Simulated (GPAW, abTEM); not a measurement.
# Does bonding show in the electron microscope? WS2 monolayer

Question: image and diffraction simulations usually add up neutral spherical atoms. How large is the error for a WS2 monolayer, in scanning-probe images and phase-contrast images?

The sheet lies in the middle of a cell with vacuum above and below. All numbers are calculated.

## Step 1: Find the equilibrium geometry

The density hangs on the geometry, so the atoms and the in-plane cell are relaxed first, with the symmetry held. The cutoff is set higher than for the density because stress converges slowly with plane waves.

Settings: GPAW 26.7.0, PBE, 750 eV, 8×8×1 k-points, Fermi–Dirac width 0.05 eV, BFGS to 0.02 eV/Å.

```text
cell
1.0
     3.180000000    0.000000000    0.000000000
    -1.590000000    2.753960784    0.000000000
     0.000000000   -0.000000000   12.340000000
W S
1 2
Direct
0.000000000 0.000000000 0.500000000
0.666666667 0.333333333 0.627228525
0.666666667 0.333333333 0.372771475
```

```console
$ OMP_NUM_THREADS=1 mpirun -n 4 gpaw python run.py > gpaw.log
```

```text
BFGS:    0      -22.271684        0.101179
BFGS:    1      -22.272136        0.071954
BFGS:    2      -22.272528        0.015472
cell  3.1848 3.1848 12.3400  90.00 90.00 120.00
volume 108.397 A^3, largest force 0.015 eV/A, largest stress 0.05 GPa
```

After 2 steps the area has changed by +0.3 % and the energy by -0.001 eV; the largest stress left is 0.05 GPa (averaged over the vacuum too). It took 19 s on 4 cores of Intel(R) Xeon(R) Platinum 8375C CPU @ 2.90GHz (Ice Lake) (shared host), peak memory 0.85 GiB.

Shortest distances after relaxation: S–W 2.420 Å, S–S 3.147 Å, W–W 3.185 Å.

## Step 2: The all-electron density

Fast electrons feel the potential of the nuclei and of all the electrons, so the PAW density is rebuilt with its core regions. Subtracting spherical free atoms from the same code cancels the cores and leaves the deformation density Δρ, the part due to bonding.

Settings: PBE, 600 eV, 10×10×1 k-points, Fermi–Dirac width 0.05 eV; primitive cell of 3 atoms.

```console
$ OMP_NUM_THREADS=1 mpirun -n 4 gpaw python run.py > gpaw.log
```

```text
|iter:   1|       0s |  -22.597888 | +0.20 |       |
|iter:   2|       0s |  -22.563300 | -1.28 | -1.17 |
|iter:   3|       0s |  -22.384171 | -1.23 | -1.21 |
...
|iter:  11|       3s |  -22.265259c| -6.84 | -5.37c|
|iter:  12|       4s |  -22.265259c| -7.28 | -6.11c|
|iter:  13|       4s |  -22.265259c| -7.71c| -6.51c|
```

```text
grid (36, 36, 140)  electrons 106.000  moved by bonding 0.677 e
deformation density beyond 0.5 A of the nuclei: max 0.145, min -0.107 e/A^3
atom        x       y       z   Voronoi charge  moment
W 1    0.0000  0.0000  0.5000      0.204       0.00
S 2    0.6667  0.3333  0.6275     -0.102       0.00
S 3    0.6667  0.3333  0.3725     -0.102       0.00
mean inner potential of superposed free atoms 10.024 V
total magnetic moment 0.000 muB
```

Deformation density in a plane through the shortest contact of the W atom at the origin, in 0.01 e/Å³ (clipped at ±99); x from -1.6 to 4.0 Å, y from 2.4 down to -2.4 Å:

```text
 -1  -1   0   2   0   .   .  -1   5   3   2   3   4   1  -3  -5
 -1  -1  -1   1   3   . -10  -2   5   3   2   3   2   1  -1  -1
 -1  -1   0   5  11  11   2   1   1   0   2   3   1  -1  -2  -2
 -1   0   0   3   9  11   5   0  -1   0   4   5   2  -1  -2  -2
  0   1  -1  -2  -3  -4  -5  -2   1   1   1   3   0  -2  -2  -2
  0  -1  -5   3   .  -5  -6  -1   7  -1 -10   .  -7  -4  -2  -2
 -2  -5 -11  -4   .   .  -6   4  14   6   .   .  -2   0  -1  -1
 -1  -3  -6   5   .   2  -1   3  11   7  -1   .  12   4   0   0
  2   2  -1  -7 -10  -4  -2   1   3   2   1   5   6   3   0   0
  3   3   1  -3  -5  -2   0   0   0  -1  -1   0   1   1   0   0
  3   2   0  -1  -1   0   0  -1  -1  -1  -1   0   0   0   0   0
  2   0  -1  -2  -2  -1  -1  -1  -1  -1  -1   0   0   0   0   0
  5   1  -2  -2  -2  -2  -1  -1  -1  -1   0   0   0   0   0   0
```

Atoms in or within 0.15 Å of the plane: W (0.0, 0.0), S (2.4, 0.0), S (0.4, 2.4) Å. Dots mark points within about 0.45 Å of a nucleus; large values next to them are atomic features.

S gains most (-0.10 e) and W loses most (+0.20 e), as electronegativity suggests. Such charges fall far short of formal ones, since overlapping free atoms already put density on their neighbours. Along the shortest contact from the W atom at the map's origin, W–S at 2.42 Å, Δρ is +0.11 e/Å³ at the midpoint and highest, +0.14, 1.45 Å from W (points within 0.5 Å of a nucleus left out): a bond charge, the mark of covalency, pulled towards S. At the midpoints of other shortest contacts it is -0.01 (S–S, 3.15 Å) and +0.02 (W–W, 3.19 Å) e/Å³. Point values carry grid noise of about 0.01 e/Å³. The printed inner potential is divided by a volume that includes the vacuum. The run needed 13 iterations, 9.8 s.

## Step 3: The functional ladder

The same geometry is run with other functionals, to see whether the bonding signal is larger than the spread between approximations. Free atoms are LDA for LDA and PBE otherwise; meta-GGAs and hybrids keep PBE cores. Any other changed setting is in the row's label.

```csv
run,q(S) (e),moved (e),time
PBE,-0.102,0.677,9.8 s
LDA,-0.095,0.649,9.3 s
r2SCAN,-0.112,0.722,21 s
```

The charge moved by bonding spans 0.649 to 0.722 e. Times are from shared hosts.

## Step 4: Scanning probe: integrated centre of mass and ABF

The integrated centre-of-mass signal follows the projected potential of a thin sample, so it responds to any shift of charge; annular bright field is given beside it. The probe is focused on the sheet.

Settings: abTEM 1.0.9, 80 kV, 4×3×1 cells, grid 92×120, 12 slices, atoms at rest, semi-angle 30 mrad, ABF 15–30 mrad, Gaussian source blur σ = 0.25 Å; iCOM in arbitrary units. Columns, named by their atoms per repeat: W (0.00, 0.00), S2 (1.59, 0.92), void (1.59, 4.60) Å; 'void' is a point in the widest open channel.

```
column  iCOM − void, atoms  bonded  change (%)  ABF, atoms (%)  bonded (%)
     W              0.0400  0.0401        +0.1           67.17       67.15
    S2              0.0364  0.0356        -2.3           70.33       70.36
```

Against the void, S2 changes by -2.3 % and W by +0.1 %. The order follows the charges (means per atom -0.10 and +0.20 e): this fits screening by gained electrons and unscreening by lost ones, though Voronoi charges are only a rough guide. At these points the largest ABF change is 0.032 % of the beam. Time: 6.3 s.

## Step 5: Phase-contrast images through focus

Defocus sets how strongly, and with which sign, the lens passes each spatial frequency; bonding changes the potential mostly at the lowest ones. Defocus counts from the exit plane, 5.4 Å below the sheet's middle.

Settings: abTEM 1.0.9, 80 kV, 3×2×1 cells, grid 120×138, 12 slices, atoms at rest, Cs 10 μm, focal spread 40 Å, aperture 35 mrad; positive defocus is underfocus. Intensity relative to vacuum, independent atoms / with bonding. Columns, named by their atoms per repeat: W (0.00, 0.00), S2 (1.59, 0.92), void (1.59, 4.60) Å; 'void' is a point in the widest open channel.

```csv
defocus (Å),W,S2,void
-200,0.833 / 0.832,0.791 / 0.795,1.143 / 1.140
-130,1.284 / 1.289,1.224 / 1.216,0.859 / 0.862
40,0.823 / 0.821,0.888 / 0.891,1.118 / 1.116
130,0.985 / 0.981,0.969 / 0.979,1.493 / 1.487
200,0.960 / 0.962,0.879 / 0.876,0.779 / 0.778
```

The largest change at any listed point, and its share of that image's contrast range (maximum minus minimum): 0.004 (1 %) at -200 Å, 0.008 (2 %) at -130 Å, 0.003 (1 %) at 40 Å, 0.010 (1 %) at 130 Å, 0.003 (1 %) at 200 Å.

## Step 6: Answer

Putting the DFT potential in place of independent atoms changes iCOM column contrast by -2.3 to +0.1 % and phase contrast by up to 2 % of its range. The shortest bond, W–S, has Δρ = +0.11 e/Å³ at its midpoint, a covalent bond charge. Limits: the bonding term is static and added to Lobato atoms; no inelastic scattering.

[Outputs are excerpts: Python notices, other lines and further rows are left out; steps that failed or that the build refused (PBEsol, TPSS) are not shown.]

[Logs are printed without paths, hosts, clocks, repeated set-up lines and the standing remarks that a program may print on its own settings, such as how far it seeks lower states.]
